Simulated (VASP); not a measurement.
# InP (F-43m) in VASP: further runs

The runs below take InP through single point, with PBEsol.

All numbers are computed with VASP 6.6.1; they aren't measurements. Logs are shortened: lines on timing, memory, paths and dates and some standing lists are left out, and cuts for length are marked.

**The experiment to reproduce.**

From a printed reference work, data compilation, for a bulk crystal of InP at 1.6 K: band gap 1.4236 eV (direct).

The results are compared with them further down.

### 1 The cell of the first run

It takes space group F-43m (No. 216, cubic). The conventional cell has a = 5.878 Å, b = 5.878 Å, c = 5.878 Å, α = 90.00°, β = 90.00°, γ = 90.00°. In (site symmetry -43m) has 4 P at 2.55 Å within 3.4 Å. P (site symmetry -43m) has 4 In at 2.55 Å within 3.4 Å.

### 2 Single point, PBEsol

INCAR reads:

```
SYSTEM = InP
ALGO     = Normal         ! electronic algorithm
EDIFF    = 1E-6           ! SCF threshold, eV
ENCUT    = 520            ! plane-wave cutoff, eV
GGA      = PS             ! functional
ISIF     = 2              ! what is computed and relaxed
ISMEAR   = 0              ! smearing method
LASPH    = .True.         ! aspherical terms in the spheres
LCHARG   = .False.        ! write CHGCAR
LREAL    = .False.        ! projectors in reciprocal space
LWAVE    = .False.        ! write WAVECAR
NBANDS   = 16             ! bands
NELM     = 100            ! most SCF steps
PREC     = Accurate       ! precision mode
SIGMA    = 0.01           ! smearing width, eV
```

KPOINTS reads:

```
k-points
0
Gamma
  6 6 6
  0 0 0
```

POSCAR reads:

```
InP
1.0
    0.0000000000      2.9392392491      2.9392392491
    2.9392392491      0.0000000000      2.9392392491
    2.9392392491      2.9392392491      0.0000000000
In P
1 1
Direct
    0.0000000000      0.0000000000      0.0000000000
    0.7500000000      0.7500000000      0.7500000000
```

Potentials or basis: VASP PAW PBE potentials, release 64 (In_d, P).

Run with:

```sh
cat potpaw_PBE.64/In_d/POTCAR potpaw_PBE.64/P/POTCAR > POTCAR
mpirun -np 1 vasp_std > vasp.out
```

OUTCAR:

```text
SYSTEM = InP
   EDIFF = 1E-6
   ENCUT = 520
   GGA = PS
   ISIF = 2
   ISMEAR = 0
   LASPH = .True.
   LREAL = .False.
   NELM = 100
   PREC = Accurate

 ion  position               nearest neighbor table
   1  0.000  0.000  0.000-   2 2.55   2 2.55   2 2.55   2 2.55
   2  0.750  0.750  0.750-   1 2.55   1 2.55   1 2.55   1 2.55

  LATTYP: Found a face centered cubic cell.
 ALAT       =     5.8784784982

  Lattice vectors:

 A1 = (   0.0000000000,   2.9392392491,   2.9392392491)
 A2 = (   2.9392392491,   0.0000000000,   2.9392392491)
 A3 = (   2.9392392491,   2.9392392491,   0.0000000000)

Analysis of symmetry for initial positions (statically):
=====================================================================
 Subroutine PRICEL returns:
 Original cell was already a primitive cell.

 Routine SETGRP: Setting up the symmetry group for a
 face centered cubic supercell.

 Subroutine GETGRP returns: Found 24 space group operations
 (whereof 24 operations were pure point group operations)
 out of a pool of 48 trial point group operations.

The static configuration has the point symmetry T_d .

Analysis of symmetry for dynamics (positions and initial velocities):
=====================================================================
 Subroutine PRICEL returns:
 Original cell was already a primitive cell.

 Routine SETGRP: Setting up the symmetry group for a
 face centered cubic supercell.

 Subroutine GETGRP returns: Found 24 space group operations
 (whereof 24 operations were pure point group operations)
 out of a pool of 48 trial point group operations.

The dynamic configuration has the point symmetry T_d .

 Subroutine INISYM returns: Found 24 space group operations
 (whereof 24 operations are pure point group operations),
 and found     1 'primitive' translations

----------------------------------------------------------------------------------------

                                     Primitive cell

  volume of cell :      50.7849

  direct lattice vectors                    reciprocal lattice vectors
     0.000000000  2.939239249  2.939239249    -0.170112045  0.170112045  0.170112045
     2.939239249  0.000000000  2.939239249     0.170112045 -0.170112045  0.170112045
     2.939239249  2.939239249  0.000000000     0.170112045  0.170112045 -0.170112045

  length of vectors
     4.156712009  4.156712009  4.156712009     0.294642705  0.294642705  0.294642705

  position of ions in fractional coordinates (direct lattice)
     0.000000000  0.000000000  0.000000000
     0.750000000  0.750000000  0.750000000

  ion indices of the primitive-cell ions
   primitive index   ion index
                 1           1
                 2           2

----------------------------------------------------------------------------------------

 KPOINTS: k-points

Automatic generation of k-mesh.
 Grid dimensions read from file:
 generate k-points for:    6    6    6

 Generating k-lattice:

  Cartesian coordinates                     Fractional coordinates (reciprocal lattice)
    -0.028352008  0.028352008  0.028352008     0.166666667  0.000000000  0.000000000
     0.028352008 -0.028352008  0.028352008     0.000000000  0.166666667  0.000000000
     0.028352008  0.028352008 -0.028352008     0.000000000  0.000000000  0.166666667

  Length of vectors
     0.049107118  0.049107118  0.049107118

  Shift w.r.t. Gamma in fractional coordinates (k-lattice)
     0.000000000  0.000000000  0.000000000

 Subroutine IBZKPT returns following result:
 ===========================================

 Found     16 irreducible k-points:

 Following reciprocal coordinates:
            Coordinates               Weight
  0.000000  0.000000  0.000000      1.000000
  0.166667  0.000000  0.000000      8.000000
  0.333333  0.000000  0.000000      8.000000
  0.500000  0.000000  0.000000      4.000000
  0.166667  0.166667  0.000000      6.000000
  0.333333  0.166667  0.000000     24.000000
[... 8 lines left out ...]
 -0.333333  0.333333  0.166667     24.000000
 -0.333333  0.500000  0.166667     12.000000
   k-points           NKPTS =     16   k-points in BZ     NKDIM =     16   number of bands    NBANDS=     16
   number of dos      NEDOS =    301   number of ions     NIONS =      2
   total plane-waves  NPLWV =  32768
   dimension x,y,z NGX =    32 NGY =   32 NGZ =   32
   dimension x,y,z NGXF=    64 NGYF=   64 NGZF=   64
   ions per type =               1   1
   NGX,Y,Z   is equivalent  to a cutoff of  12.80, 12.80, 12.80 a.u.
   NGXF,Y,Z  is equivalent  to a cutoff of  25.60, 25.60, 25.60 a.u.
 SYSTEM =  InP
   PREC   = accura    normal or accurate (medium, high low for compatibility)
   ISTART =      0    job   : 0-new  1-cont  2-samecut
   ICHARG =      2    charge: 1-file 2-atom 10-const
   ISPIN  =      1    spin polarized calculation?
   LNONCOLLINEAR =      F non collinear calculations
   LSORBIT =      F    spin-orbit coupling
   LASPH  =      T    aspherical Exc in radial PAW
   ENCUT  =  520.0 eV  38.22 Ry    6.18 a.u.   7.73  7.73  7.73*2*pi/ulx,y,z
   NELM   =    100;   NELMIN=  2; NELMDL= -5     # of ELM steps
   EDIFF  = 0.1E-05   stopping-criterion for ELM
   LREAL  =      F    real-space projection
   EDIFFG = 0.1E-04   stopping-criterion for IOM
   NSW    =      0    number of steps for IOM
   IBRION =     -1    ionic relax: 0-MD 1-quasi-New 2-CG
   NFREE  =      0    steps in history (QN), initial steepest desc. (CG)
   ISIF   =      2    stress and relaxation
   ISYM   =      2    0-nonsym 1-usesym 2-fastsym
   POTIM  = 0.5000    time-step for ionic-motion
   TEBEG  =    0.0;   TEEND  =   0.0 temperature during run
   PSTRESS=    0.0 pullay stress
   NELECT =      18.0000    total number of electrons
   NUPDOWN=      -1.0000    fix difference up-down
   EMIN   =  10.00;   EMAX   =-10.00  energy-range for DOS
   EFERMI =   0.00;   METHOD = LEGACY
   ISMEAR =     0;   SIGMA  =   0.01  broadening in eV -4-tet -1-fermi 0-gaus
   EFERMI_NEDOS =   21; number of points for ismear=-14 and -15
   IALGO  =     38    algorithm
   IMIX   =      4    mixing-type and parameters
     AMIX     =   0.40;   BMIX     =  1.00
     AMIX_MAG =   1.60;   BMIX_MAG =  1.00
  volume/ion in A,a.u.               =      25.39       171.36
  Fermi-wavevector in a.u.,A,eV,Ry     =   1.158566  2.189372 18.262758  1.342275
  Thomas-Fermi vector in A             =   2.295167
   LORBIT       =      0    0 simple, 1 ext, 2 COOP (PROOUT), +10 PAW based schemes
   GGA     = PS    functional components
   LHFCALC =     F    Hartree Fock is set to
   AEXX    =    0.0000 exact exchange contribution
   IVDW    =     0    specifies the selected vdW correction
   LEPSILON=     F    determine dielectric tensor
   LRPA    =     F    only Hartree local field effects (RPA)
 non-spin polarized calculation
 Gauss-broadening in eV      SIGMA  =   0.01
  energy-cutoff  :      520.00
  volume of cell :       50.78
 maximum number of plane-waves:      1381
   NGX = 15   NGY = 15   NGZ = 15

 number of electron      18.0000007 magnetization

 Free energy of the ion-electron system (eV)
  ---------------------------------------------------
  ext. energy  EPLUGINS =         0.00000000
  ---------------------------------------------------
  free energy    TOTEN  =        -9.14304128 eV

  energy without entropy =       -9.14304128  energy(sigma->0) =       -9.14304128

 E-fermi :   5.1235     XC(G=0):  -9.4374

 val. band max:        5.0011519440   @ k =   0.0000   0.0000   0.0000
 cond. band min:       5.5653455675   @ k =   0.0000   0.0000   0.0000
 fundamental gap:      0.5641936235
 Fermi energy:         5.1234861847

 k-point     1 :       0.0000    0.0000    0.0000
  band No.  band energies     occupation
      1      -9.1380      2.00000
      2      -9.1380      2.00000
      3      -9.1380      2.00000
      4      -8.9882      2.00000
      5      -8.9882      2.00000
      6      -6.4866      2.00000
[... 8 lines left out ...]
     15      14.4128      0.00000
     16      14.4128      0.00000

 k-point     2 :       0.1667    0.0000    0.0000
  band No.  band energies     occupation
      1      -9.1695      2.00000
      2      -9.1258      2.00000
      3      -9.1258      2.00000
      4      -8.9878      2.00000
      5      -8.9878      2.00000
      6      -6.1748      2.00000
[... 8 lines left out ...]
     15      13.5468      0.00000
     16      14.2539      0.00000

 k-point     3 :       0.3333    0.0000    0.0000
  band No.  band energies     occupation
      1      -9.2278      2.00000
      2      -9.1063      2.00000
      3      -9.1063      2.00000
      4      -8.9815      2.00000
      5      -8.9815      2.00000
      6      -5.3685      2.00000
[... 8 lines left out ...]
     15      14.0234      0.00000
     16      14.0234      0.00000

 k-point     4 :       0.5000    0.0000    0.0000
  band No.  band energies     occupation
      1      -9.2552      2.00000
      2      -9.0998      2.00000
      3      -9.0998      2.00000
      4      -8.9749      2.00000
      5      -8.9749      2.00000
      6      -4.7652      2.00000
[... 8 lines left out ...]
     15      15.5862      0.00000
     16      15.5862      0.00000
[... 172 lines left out ...]
 k-point    14 :       0.5000    0.3333    0.1667
  band No.  band energies     occupation
      1      -9.2680      2.00000
      2      -9.0846      2.00000
      3      -9.0662      2.00000
      4      -9.0077      2.00000
      5      -8.9702      2.00000
      6      -4.7395      2.00000
[... 8 lines left out ...]
     15      15.9886      0.00000
     16      16.6618      0.00000

 k-point    15 :      -0.3333    0.3333    0.1667
  band No.  band energies     occupation
      1      -9.2775      2.00000
      2      -9.0852      2.00000
      3      -9.0556      2.00000
      4      -9.0023      2.00000
      5      -8.9751      2.00000
      6      -4.2566      2.00000
[... 8 lines left out ...]
     15      15.9619      0.00000
     16      16.5032      0.00000

 k-point    16 :      -0.3333    0.5000    0.1667
  band No.  band energies     occupation
      1      -9.2966      2.00000
      2      -9.0671      2.00000
      3      -9.0430      2.00000
      4      -9.0164      2.00000
      5      -8.9667      2.00000
      6      -4.0511      2.00000
[... 8 lines left out ...]
     15      16.2041      0.00000
     16      16.8868      0.00000

------------------------ aborting loop because EDIFF is reached ----------------------------------------

  FORCE on cell =-STRESS in cart. coord.  units (eV):
  Direction    XX          YY          ZZ          XY          YZ          ZX
  --------------------------------------------------------------------------------------
  -------------------------------------------------------------------------------------
  Total       -0.0091936     -0.0091936     -0.0091936     -0.0000000     -0.0000000      0.0000000
  in kB       -0.2900435     -0.2900435     -0.2900435     -0.0000000     -0.0000000      0.0000000
  external PRESSURE =      -0.2900435 kB  Pullay stress =       0.0000000 kB

 VOLUME and BASIS-vectors are now :
 -----------------------------------------------------------------------------
  energy-cutoff  :      520.00
  volume of cell :       50.78
      direct lattice vectors                 reciprocal lattice vectors
     0.000000000  2.939239249  2.939239249    -0.170112045  0.170112045  0.170112045
     2.939239249  0.000000000  2.939239249     0.170112045 -0.170112045  0.170112045
     2.939239249  2.939239249  0.000000000     0.170112045  0.170112045 -0.170112045

 POSITION                                       TOTAL-FORCE (eV/Angst)
 -----------------------------------------------------------------------------------
      0.00000      0.00000      0.00000        -0.000000     -0.000000     -0.000000
      4.40886      4.40886      4.40886         0.000000      0.000000      0.000000
 -----------------------------------------------------------------------------------
    total drift:                                0.000000      0.000000      0.000000

  FREE ENERGIE OF THE ION-ELECTRON SYSTEM (eV)
  ---------------------------------------------------
  free  energy   TOTEN  =        -9.1430412754 eV

  energy  without entropy=       -9.1430412754  energy(sigma->0) =       -9.14304128
```

Run time: 20 s. Hardware: 1 thread of AMD EPYC 7R13, shared host; peak memory 0.15 GiB.

Results:

```yaml
Free_energy: -9.1430 eV
Pressure: 0.0 GPa
Band_gap_on_the_k_mesh: 0.56 eV, direct
```

Levels at points of the mesh, in eV from the valence-band top:
```tsv
k point	band 5	band 6	band 7	band 8	band 9	band 10	band 11	band 12	band 13	band 14
(0.00, 0.00, 0.00)	-13.99	-11.49	0.00	0.00	0.00	0.56	4.01	4.01	4.01	8.31
(0.50, 0.00, 0.00)	-13.98	-9.77	-5.76	-0.97	-0.97	1.38	4.73	4.73	6.93	9.27
(0.50, 0.50, 0.00)	-13.95	-9.11	-5.78	-2.32	-2.32	1.64	2.16	9.04	9.47	9.47
```

Caveat: the PAW data sets were made with another functional, which shifts forces and pressure a little; spin-orbit coupling is left out, which moves the levels of the heavy elements.

### 3 Single point, PBEsol

INCAR reads:

```
SYSTEM = InP
PREC = Accurate
ENCUT = 520
EDIFF = 1E-6
ISMEAR = 1
SIGMA = 0.15
LREAL = .False.
LASPH = .True.
NELM = 80
ALGO = Normal
ISIF = 2
LWAVE = .False.
LCHARG = .True.
GGA = PS
LELF = .True.
LVHAR = .True.
NBANDS = 16
```

KPOINTS reads:

```
Automatic mesh
0
Gamma
  6 6 6
  0 0 0
```

POSCAR is that of step 2.

Potentials or basis: VASP PAW PBE potentials, release 64 (In_d, P).

Run with:

```sh
cat potpaw_PBE.64/In_d/POTCAR potpaw_PBE.64/P/POTCAR > POTCAR
mpirun -np 1 vasp_std > vasp.out
```

Wall time 25 s (1 thread of AMD EPYC 7R13, shared host); peak memory 0.15 GiB.

It converged, with:

| Property | Result |
| --- | --- |
| Free energy | -9.1429 eV |
| Pressure | 0.0 GPa |
| Band gap on the k mesh | 0.56 eV, direct |

Levels at points of the mesh, in eV from the valence-band top:
```
           k point  band 6  band 7  band 8  band 9  band 10  band 11  band 12  band 13
(0.00, 0.00, 0.00)  -11.49    0.00    0.00    0.00     0.56     4.01     4.01     4.01
(0.50, 0.00, 0.00)   -9.77   -5.76   -0.97   -0.97     1.38     4.73     4.73     6.93
(0.50, 0.50, 0.00)   -9.11   -5.78   -2.32   -2.32     1.64     2.16     9.04     9.47
```

Caveat: the PAW data sets were made with another functional, which shifts forces and pressure a little; spin-orbit coupling is left out, which moves the levels of the heavy elements.

### 4 Single point, PBEsol

INCAR reads:

```
PREC = Accurate
ENCUT = 520
EDIFF = 1E-6
ISMEAR = -1
SIGMA = 0.08
LREAL = F
LASPH = T
NELM = 80
ALGO = Normal
ISIF = 2
LWAVE = F
LCHARG = T
GGA = PS
LELF = T
LVHAR = T
NBANDS = 16
```

KPOINTS reads:

```
Automatic mesh
0
Gamma
  10 10 10
```

POSCAR is that of step 3.

Run with:

```sh
cat potpaw_PBE.64/In_d/POTCAR potpaw_PBE.64/P/POTCAR > POTCAR
mpirun -np 1 vasp_std > vasp.out
```

It took 66 s on 1 thread of AMD EPYC 7R13, shared host; peak memory 0.16 GiB.

Results (log left out):

```yaml
Free_energy: -9.1568 eV
Pressure: 0.0 GPa
Band_gap_on_the_k_mesh: 0.57 eV, direct
```

Levels at points of the mesh, in eV from the valence-band top:
| k point | band 7 | band 8 | band 9 | band 10 | band 11 | band 12 |
| --- | --- | --- | --- | --- | --- | --- |
| (0.00, 0.00, 0.00) | 0.00 | 0.00 | 0.00 | 0.57 | 4.02 | 4.02 |
| (0.50, 0.00, 0.00) | -5.75 | -0.97 | -0.97 | 1.38 | 4.74 | 4.74 |
| (0.50, 0.50, 0.00) | -5.78 | -2.32 | -2.32 | 1.65 | 2.17 | 9.04 |

Caveat: the PAW data sets were made with another functional, which shifts forces and pressure a little; spin-orbit coupling is left out, which moves the levels of the heavy elements.

### 5 Single point, PBEsol

INCAR reads:

```
SYSTEM = InP
PREC     = Accurate       ! precision mode
ENCUT    = 500            ! plane-wave cutoff, eV
EDIFF    = 1E-6           ! SCF threshold, eV
ISMEAR   = 0              ! smearing method
SIGMA    = 0.01           ! smearing width, eV
LREAL    = .False.        ! projectors in reciprocal space
LASPH    = .True.         ! aspherical terms in the spheres
NELM     = 120            ! most SCF steps
ALGO     = Normal         ! electronic algorithm
ISIF     = 2              ! what is computed and relaxed
LWAVE    = .False.        ! write WAVECAR
LCHARG   = .False.        ! write CHGCAR
GGA      = PS             ! functional
NBANDS   = 16             ! bands
GGA_COMPAT= .False.
```

KPOINTS reads:

```
Automatic mesh
0
Gamma
  6 6 6
  0 0 0
```

POSCAR is that of step 4.

Run with:

```sh
cat potpaw_PBE.64/In_d/POTCAR potpaw_PBE.64/P/POTCAR > POTCAR
mpirun -np 1 vasp_std > vasp.out
```

Run time: 6.4 s. Hardware: 1 thread of Intel Xeon 6975P-C (Granite Rapids), shared host; peak memory 0.16 GiB.

It converged, with:

- Free energy: -9.1430 eV
- Pressure: 0.0 GPa
- Band gap on the k mesh: 0.56 eV, direct

Levels at points of the mesh, in eV from the valence-band top:
| k point | band 5 | band 6 | band 7 | band 8 | band 9 | band 10 | band 11 | band 12 | band 13 | band 14 |
| --- | --- | --- | --- | --- | --- | --- | --- | --- | --- | --- |
| (0.00, 0.00, 0.00) | -13.99 | -11.49 | 0.00 | 0.00 | 0.00 | 0.56 | 4.01 | 4.01 | 4.01 | 8.31 |
| (0.50, 0.00, 0.00) | -13.98 | -9.77 | -5.76 | -0.97 | -0.97 | 1.38 | 4.73 | 4.73 | 6.93 | 9.27 |
| (0.50, 0.50, 0.00) | -13.95 | -9.11 | -5.78 | -2.32 | -2.32 | 1.64 | 2.16 | 9.04 | 9.47 | 9.47 |

Caveat: the PAW data sets were made with another functional, which shifts forces and pressure a little; spin-orbit coupling is left out, which moves the levels of the heavy elements.

### 6 Overview

| k mesh | cutoff (eV) | smearing | gap on the mesh (eV) | pressure (GPa) |
| --- | --- | --- | --- | --- |
| 6 × 6 × 6 | 520 | gaussian 0.01 eV | 0.56 | 0.0 |
| 6 × 6 × 6 | 520 | methfessel-paxton 0.15 eV | 0.56 | 0.0 |
| 10 × 10 × 10 | 520 | fermi-dirac 0.08 eV | 0.57 | 0.0 |
| 6 × 6 × 6 | 500 | gaussian 0.01 eV | 0.56 | 0.0 |

Alike in all rows: task single point; level PBEsol; potentials or basis VASP PAW PBE potentials, release 64 (In_d, P); no spin polarisation; cell as given.

On the cell as given the gap runs from 0.56 eV (PBEsol) to 0.57 eV (PBEsol); the meshes differ, which moves gaps too.

Caveats: the PAW data sets were made with another functional, which shifts forces and pressure a little; spin-orbit coupling is left out, which moves the levels of the heavy elements.

Absolute energies hang on the potentials; compare differences alone.

### 7 Comparison with measurements

Step 2. A measured gap of InP is 1.4236 eV (direct; 1.6 K; a printed reference work, data compilation); the calculated 0.56 eV misses it by -0.86 eV. Spin-orbit coupling on In is left out. The value is that of PBEsol, without temperature or zero-point motion. Semilocal functionals fall short of measured gaps as a rule.

Step 3. Against the measured gap of InP, 1.4236 eV (direct; 1.6 K; a printed reference work, data compilation), the calculated 0.56 eV is off by -0.86 eV. Spin-orbit coupling on In is left out. The value is that of PBEsol, without temperature or zero-point motion. Semilocal functionals fall short of measured gaps as a rule.

Step 5. Measured gap of InP: 1.4236 eV (direct; 1.6 K; a printed reference work, data compilation). This calculation gives 0.56 eV (-0.86 eV). Spin-orbit coupling on In is left out. The value is that of PBEsol, without temperature or zero-point motion. Semilocal functionals fall short of measured gaps as a rule.
